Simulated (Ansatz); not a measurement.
A crystal relaxed with r2SCAN in the PAW code Ansatz has space group Fm-3m (No. 225) and a = 4.795 Å.

```tsv
atom	site	x	y	z
Xx	4a	0.0000	0.0000	0.0000
O	4b	0.5000	0.0000	0.0000
```

With r2SCAN the valence top lies at Γ and the conduction bottom at X, 4.20 eV higher; the smallest vertical gap, at X, is 4.57 eV. The HSE06 gap is indirect, 5.31 eV (Γ to X), below the direct gap of 5.73 eV at X. PBE gives an indirect gap of 3.65 eV, from Γ to X; the least direct gap is 4.02 eV at X. Meshes: r2SCAN 10×10×10, HSE06 6×6×6, PBE 10×10×10. r2SCAN's ε∞ is 3.5 in all directions.

Problem. Which element is Xx?
A. Ba
B. Ca
C. Sr
D. Be

Solution. B. Xx is Ca: rocksalt CaO. Around Ca lie 6 O at 2.40 Å; around O lie 6 Ca at 2.40 Å.

(Simulation; spin polarisation is off.)

The meshes of the hybrids are coarse, so their gaps aren't converged to the digits shown.
